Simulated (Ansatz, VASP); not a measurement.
**MgO in VASP and in Ansatz**

The input INCAR:

```
SYSTEM = MgO
PREC = Accurate
ENCUT = 520
EDIFF = 1E-6
ISMEAR = -1
SIGMA = 0.05
LREAL = .FALSE.
LASPH = .TRUE.
NELM = 60
ALGO = Normal
ISIF = 2
LWAVE = .FALSE.
LCHARG = .FALSE.
GGA = PE
NBANDS = 16
```

KPOINTS

```
Automatic mesh
0
G
  11 11 6
  0 0 0
```

POSCAR

```
MgO
1.0
    2.8029375964      0.0000000000      0.0000000000
   -1.4014687982      2.4274151637      0.0000000000
    0.0000000000      0.0000000000      4.9122260132
Mg O
2 2
Direct
    0.0000000000      0.0000000000      0.0000000000
    0.0000000000      0.0000000000      0.5000000000
    0.3333333333      0.6666666667      0.2500000000
    0.6666666667      0.3333333333      0.7500000000
```

Input for Ansatz:

```yaml
crystal:
  lattice:
    - [2.8029375964, 0.0, 0.0]
    - [-1.4014687982, 2.4274151637, 0.0]
    - [0.0, 0.0, 4.9122260132]
  atoms:
    - { symbol: Mg, position: [0.0, 0.0, 0.0] }
    - { symbol: Mg, position: [0.0, 0.0, 0.5] }
    - { symbol: O, position: [0.3333333333, 0.6666666667, 0.25] }
    - { symbol: O, position: [0.6666666667, 0.3333333333, 0.75] }
kpoints:
  mp_grid: { grid: [11, 11, 6] }
scf:
  occupations: { method: fermi_dirac, width: 0.05 }
hamiltonian:
  xc: pbe
  pseudopotentials: { kind: all_electron, lapw: { basis_error: 0.0005 } }
output:
  forces: true
  stress: true
  eigenvalues: true
  populations: true
```

Alike in both runs: task single point; functional PBE; k mesh 11 × 11 × 6; occupations fermi-dirac, width 0.05 eV; no spin polarisation.

```csv
,VASP,Ansatz
version,VASP 6.6.1,Ansatz 0.2.0
potentials or method,"VASP PAW PBE potentials, release 64 (Mg, O)","all-electron LAPW, scalar-relativistic"
plane-wave cutoff (eV),520,see its input
```

|  | VASP | Ansatz | Ansatz less VASP |
| --- | --- | --- | --- |
| gap on the k mesh at the Fermi level (eV) | 5.64 | 5.64 | +0.007 |

Ansatz ran all-electron here, so the differences hold the error of VASP's frozen core and of both bases.

Caveats: an odd mesh through Γ misses points on the zone boundary, where band edges often lie.
